The shear modulus $C_{66}$ of a hexagonal crystal is the shear stress in the basal plane divided by the small shear strain that produces it. It was computed here for TaSi2 with density functional theory (PBE) by shearing the cell in steps and reading off the energy and the stress. In the table, "strain" is the engineering shear $\gamma$, the change of an originally right angle between x and y in radians. "Tensile stress along pattern" is then the shear stress $\tau$, "energy change" is counted from the unsheared cell, and "pressure" is the mean normal stress, positive when the crystal pushes outwards.

TaSi2 (P6_222, 9 atoms per cell, a = 4.805 Å, c = 6.599 Å) under engineering shear xy at fixed fractional coordinates, calculated with Ansatz 0.2.0 using plane-wave PAW and scalar-relativistic PBE without spin polarisation. The cutoff is 420 eV, the k mesh 9×9×6 and the Gaussian smearing 0.15 eV. Energies are free energies, and pressure is positive in compression.

| strain | energy change (meV/atom) | tensile stress along pattern (GPa) | pressure (GPa) |
| --- | --- | --- | --- |
| -0.06 | 24.0 | -8.72 | 0.74 |
| -0.03 | 6.0 | -4.36 | 0.20 |
| 0 | 0.0 | 0.00 | 0.02 |
| 0.0075 | 0.4 | 1.09 | 0.03 |
| 0.015 | 1.5 | 2.18 | 0.07 |
| 0.0225 | 3.4 | 3.27 | 0.12 |
| 0.0375 | 9.3 | 5.45 | 0.30 |
| 0.045 | 13.5 | 6.54 | 0.43 |
| 0.0525 | 18.4 | 7.63 | 0.57 |

Two responses to the same shear look quite different. The shear stress follows a straight line through the origin over the whole range. The pressure hardly moves at first and then climbs ever faster. When the shear doubles from 0.03 to 0.06 in size, the stress doubles, while the energy and the rise in pressure grow fourfold.

Symmetry explains this difference. The crystal has a twofold axis lying in the basal plane, along x. Half a turn about it leaves the crystal as it was but changes a shear $+\gamma$ into $-\gamma$. The two sheared crystals are therefore the same object seen from two sides, with equal energy, equal pressure and opposite shear stress. For small $\gamma$ this leaves only

$$E=\tfrac12 C_{66}V\gamma^2+\dots,\qquad \tau=C_{66}\gamma+\dots,\qquad p=p_0+b\gamma^2+\dots$$

Here $E$ is the energy change per atom, $V$ the volume per atom, $p_0$ the pressure of the unsheared cell and $b$ a constant. The first term that can bend the stress line is cubic, whereas the pressure may change already at second order.

A pendulum held still at a small angle behaves in the same way. Left and right are equivalent, so the sideways force needed to hold it is odd in the angle and starts out linear. The tension in the rod is even and changes only with the square. The likeness covers these powers and nothing more, since the size and sign of the crystal's pressure depend on its bonds.

A straight stress line is thus no proof that the bonds act as ideal springs. At a shear of 0.06 the pressure has risen by 0.72 GPa, about 8 % of the shear stress in that row, and purely linear elasticity would give no rise at all. The response is already measurably nonlinear, whether through the bonds or through the geometry of the shear, but symmetry keeps the effect out of the shear stress at this order. The cubic term that symmetry does allow is too small to show, because the stress stays within 0.01 GPa of the line.

The slope of that line, fitted through the origin to all rows, gives $C_{66}=145.3$ GPa. It also fixes the energy, because the work done on a linear spring is half of force times path. At $\gamma=-0.06$,

$$E=\tfrac12\times145.3\ \text{GPa}\times14.66\ \text{Å}^3\times0.06^2=3.83\ \text{GPa Å}^3 .$$

Converted to the units of the table, the estimate is 23.9 meV per atom, against 24.0 in the table.

The stress of this row was part of the fit, but no energy was. The estimate falls short by about 0.1 % of the computed energy here, and in every other sheared row the relative miss is below this one. Such agreement shows that stress and energy belong to one consistent calculation. It does not show how close the modulus is to that of a real crystal.

Why the sheared crystal pushes outwards is a matter of argument, which this scan does not test. Suppose that the shear stiffness falls steeply enough when the crystal expands to outweigh the growth in volume, because longer bonds resist bending and stretching less. A crystal held at fixed shear can then lower its stored energy by growing. From $p=-dE/dV$ one finds

$$p-p_0=-\tfrac12\gamma^2\,\frac{d(C_{66}V)}{dV},$$

which is positive if the stiffness falls faster than the volume grows. In the limit of no shear there is no stored energy to lower, and the extra pressure vanishes with the square of $\gamma$, as the table shows.

Geometry may add a share. If the shear is applied as a symmetric strain matrix, the basal area shrinks by $\gamma^2/4$, which is 0.09 % at a shear of 0.06. For a stiff metallic silicide, that slight compression would produce a pressure of the order of tenths of a GPa. It has the same sign and the same power of $\gamma$ as the first effect, so the shape of the curve cannot tell the two apart.

The modulus has one important restriction: the atoms were carried along with the cell and not allowed to settle. The same calculations give the forces that remain on them. On one of the Ta atoms the force is proportional to the shear within about 1 % and reaches 0.34 eV/Å at 0.06.

Two limits show what this does to $C_{66}$. If the atoms sat in very stiff cages, such forces would barely move them, and the modulus would stay as it is. If the cages were soft, the atoms would shift and much of the stored energy would be released. For a cage of stiffness $K$ the release is $F^2/2K$, and since the force $F$ grows as $\gamma$, the release grows as $\gamma^2$. Relaxation would therefore lower the parabola without changing its shape, and even a perfect parabola gives no hint that it has been left out. The 145 GPa is an upper bound on the modulus of the relaxed crystal within this level of theory.

A few entries look irregular for simple reasons. The energy at the smallest positive shear is printed as 0.4 meV per atom, which taken alone would give a modulus of 155 GPa; the unrounded 0.374 meV restores 145 GPa. The pressure of 0.02 GPa at zero shear is what the relaxation of the cell left behind. The two negative shears lie on the same curves as the positive ones by symmetry, so they fill in the curves and do not test whether the two directions differ.

The same reasoning carries over to other deformations of this crystal: ask first whether a symmetry operation reverses the strain. For a stretch along c none does, since no rotation turns a longer cell into a shorter one. The stress may then bend at second order, and pulling and pushing need not mirror each other.

TaSi2 serves in gate electrodes and contacts, where neighbouring layers strain it. For a basal shear of 1 % the slope gives at most about 1.5 GPa in a perfect grain. It says nothing about the strength of a film, because the stress in this scan is still rising in proportion to the shear at its largest value. The printed analysis below lists the energies predicted from the stress slope and the square law fitted to the pressures of all rows.

Printed output of the fit:

```
fit of pressure on 9 rows: constant 0.02066 +/- 0.0013, coefficient of g2 199.9 +/- 0.76; rms 0.00244, worst 0.045 -0.0045, leave-one-out rms 0.00298
Clamped-ion C66 from the slope of stress against strain (GPa): 145.3
Shear stress at 1 % shear from this slope (GPa): 1.453
Factor in shear stress when shear doubles from 0.03 to 0.06: 2
Factor in energy for the same doubling: 4
Factor in pressure rise for the same doubling: 4
Pressure rise at 0.06 shear (GPa): 0.72
Pressure rise as percentage of shear stress at 0.06: 8.257
C66 from the rounded energy at 0.0075 alone (GPa): 155.4
C66 from the unrounded energy at 0.0075 alone (GPa): 145.2
Smallest Ta force per unit strain (eV/angstrom): 5.662
Largest Ta force per unit strain (eV/angstrom): 5.72
Basal area loss at 0.06 if the strain matrix is symmetric (percent): 0.09
Energy from the stress slope and pressure from the square law:
     row  predicted energy meV/atom  unrounded energy meV/atom  miss meV/atom  fitted pressure GPa
   -0.06                      23.94                      23.97       -0.03346               0.7404
   -0.03                      5.984                      5.985     -0.0006436               0.2006
     0.0                          0                          0              0              0.02066
  0.0075                      0.374                     0.3737      0.0002751               0.0319
   0.015                      1.496                      1.496      0.0002558              0.06564
  0.0225                      3.366                      3.366      0.0002977               0.1219
  0.0375                       9.35                      9.353      -0.003235               0.3018
   0.045                      13.46                      13.47       -0.00792               0.4255
  0.0525                      18.33                      18.35       -0.01914               0.5717
```
